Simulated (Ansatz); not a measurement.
CO2:

```
O C
1.0
    -1.97473    1.97473    3.01406
     1.97473   -1.97473    3.01406
     1.97473    1.97473   -3.01406
O C
4 2
Direct
  0.87500 0.95980 0.58480
  0.37500 0.29020 0.41520
  0.04020 0.62500 0.91520
  0.70980 0.12500 0.08480
  0.00000 0.00000 0.00000
  0.75000 0.25000 0.50000
```

The cell comes from a database or a generator and needn't be the stable form of this composition.

```yaml
Program: Ansatz 0.2.0
Task: relaxation of cell and atoms
Functional: PBEsol
Dispersion: D4
Potentials_or_basis: Ansatz PAW
Cutoff: "420 eV (not typed: the program's choice for these potentials)"
k_mesh: 9 × 9 × 9
Occupations: fermi-dirac, width 0.05 eV
Spin: no spin polarisation
```

At the start: volume 7.84 Å³/atom.

Task: Where does the relaxation end?

Result: It ends after 7 steps and the volume is 7.52 Å³/atom (-4.0 %); space group I-42d (No. 122, to 0.05 Å).

The path:
| step | energy change (eV) | largest force (eV/Å) | volume (Å³) |
| --- | --- | --- | --- |
| 1 | 0.0000 | 0.2131 | 47.01 |
| 2 | -0.0462 | 0.1071 | 45.67 |
| 3 | -0.0531 | 0.0208 | 45.22 |
| 4 | -0.0530 | 0.0061 | 45.25 |
| 5 | -0.0414 | 0.0070 | 45.25 |
| 6 | -0.0424 | 0.0020 | 45.15 |
| 7 | -0.0415 | 0.0018 | 45.15 |

Final structure:
```
O C
1.0
    -1.95096    1.95096    2.96547
     1.95096   -1.95096    2.96547
     1.95096    1.95096   -2.96547
O C
4 2
Direct
  0.87500 0.95616 0.58116
  0.37500 0.29384 0.41884
  0.04384 0.62500 0.91884
  0.70616 0.12500 0.08116
  0.00000 0.00000 0.00000
  0.75000 0.25000 0.50000
```

Caveat: the plane-wave basis is chosen anew once the cell has moved, so the energies of steps on either side of that aren't comparable; the pressure holds a Pulay correction of +1.3 GPa for the finite cutoff; the PAW data sets come from PBE, with cores solved anew for the run's functional, which leaves a small shift of forces and pressure.
